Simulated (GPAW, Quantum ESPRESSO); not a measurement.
BN (P6_3/mmc), N K edge of atom 1, with 3 B at 1.44 Å (trigonal planar, site symmetry -6m2). Method: Quantum ESPRESSO XSpectra, LDA, full core hole (charged cell), 16-atom cell with 5.0 Å between holes, 5×5×4 k points, dipole transitions, Lorentzian half width 0.3 eV up to 4 eV, rising linearly to 2.5 eV at 25 eV (counted from xe0, 1.4 eV below the zero used here).

```xyz
4
Lattice="2.4982 0.0000 0.0000 -1.2491 2.1635 0.0000 0.0000 0.0000 6.6357" Properties=species:S:1:pos:R:3 pbc="T T T"
N     1.2491    0.7212    1.6589
N     0.0000    1.4424    4.9768
B     1.2491    0.7212    4.9768
B     0.0000    1.4424    1.6589
```

Energy from the lowest empty level; a common scale on which the isotropic spectrum has a mean of 1 over the first 20 eV.

```
E (eV)  curve 1  curve 2
  -2.0     0.08     0.02
  -1.4     0.13     0.03
  -0.8     0.24     0.03
  -0.2     0.74     0.03
   0.4     2.06     0.04
   1.0     1.99     0.06
   1.6     2.64     0.09
   2.2     1.45     0.16
   2.8     1.37     0.24
   3.4     1.00     0.38
   4.0     1.02     0.60
   4.6     0.94     0.98
   5.2     1.00     1.49
   5.8     0.69     2.03
   6.4     0.47     2.53
   7.0     0.47     2.58
   7.6     0.53     2.34
   8.2     0.52     2.07
   8.8     0.45     1.81
   9.4     0.41     1.55
  10.0     0.38     1.35
  10.6     0.34     1.26
  11.2     0.32     1.28
  11.8     0.31     1.32
  12.4     0.31     1.37
  13.0     0.34     1.43
  13.6     0.40     1.49
  14.2     0.48     1.46
  14.8     0.55     1.31
  15.4     0.60     1.11
  16.0     0.64     0.92
  16.6     0.68     0.77
  17.2     0.71     0.65
  17.8     0.74     0.58
  18.4     0.75     0.53
  19.0     0.72     0.51
  19.6     0.66     0.49
  20.2     0.59     0.49
  20.8     0.53     0.48
  21.4     0.48     0.47
  22.0     0.45     0.45
  22.6     0.42     0.42
  23.2     0.41     0.40
  23.8     0.41     0.38
  24.4     0.42     0.36
  25.0     0.44     0.35
  25.6     0.47     0.33
  26.2     0.50     0.32
  26.8     0.53     0.30
  27.4     0.56     0.29
  28.0     0.58     0.28
  28.6     0.60     0.28
  29.2     0.60     0.28
  29.8     0.60     0.28
  30.4     0.57     0.29
  31.0     0.54     0.31
  31.6     0.50     0.32
```

The database entry behind the starting cell differs from later determinations by our own check (about 0.3 % short, minor phase), so it need not match the best structure at ambient conditions.

Question: The curves are for the electric vector along different Cartesian axes of the cell as given, averaged over the symmetry-equivalent atoms. Which is which?

Curve 1: along z (c), main maxima 0.5 eV (2.13), 1.7 eV (2.73) and 2.6 eV (1.46). Curve 2: along x (⊥ c) (the other in-plane axis gives the same curve within 3 %), main maxima 6.8 eV (2.62) and 13.7 eV (1.49). A K edge sees empty p states; at this planar three-fold site the curve for the electric vector normal to the plane peaks at 1.7 eV, where it is mainly π* that absorbs: that direction carries over 70 % of the weight there. Each direction probes the empty orbitals that point along it. The holes are only 5.0 Å apart, so the shape is probably not converged with cell size; no larger cell was run here. The structure is a published determination, not relaxed.

[Banner, clock and machine lines of the logs are left out without a mark of their own.]

[Logs are printed without paths, hosts, clocks, repeated set-up lines and the standing remarks that a program may print on its own settings, such as how far it seeks lower states.]

[Hosts, paths, dates, database ids (printed as entryN), source tags and the programs' standing remarks are cut or masked in the printed files.]

[Lists of maxima count a maximum above −3 eV only where it reaches 4 % of the highest in the window and stands out from its surroundings by 2 % of it (1.5 % where it reaches 55 %); shoulders and weaker maxima are passed over, and of the rest the first, up to two pre-edge ones and the few strongest are named.]
